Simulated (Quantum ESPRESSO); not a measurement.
Crystal: GaP.

```xyz
2
Lattice="0.0000 2.7252 2.7252 2.7252 0.0000 2.7252 2.7252 2.7252 0.0000" Properties=species:S:1:pos:R:3 pbc="T T T"
Ga    0.0000    0.0000    0.0000
P     4.0879    4.0879    4.0879
```

Program: Quantum ESPRESSO 7.5. Alike in all runs: task dielectric tensor; level LDA; potentials or basis PseudoDojo 0.4.1 SR LDA standard; no spin polarisation; cell as given; cutoff (eV) 1088; smearing fermi-dirac 0.05 eV. Hardware: 1 thread of Intel(R) Xeon(R) Processor @ 2.50GHz (Skylake/Cascade Lake), on a shared host.

Problem. Order these runs on this cell by their wall time, lowest first.
A. k mesh 4 × 4 × 4; mesh quality coarse
B. k mesh 2 × 2 × 2; mesh quality coarse
C. k mesh 10 × 10 × 10; mesh quality not flagged

Solution. B (83 s), A (190 s), C (1100 s).

Caveats: some runs use coarse meshes; on a mesh that holds Γ this program's dielectric tensor can be off by some percent beyond the error of the mesh (some runs); the cell is more than 3 GPa from zero pressure, which shifts response properties (some runs).
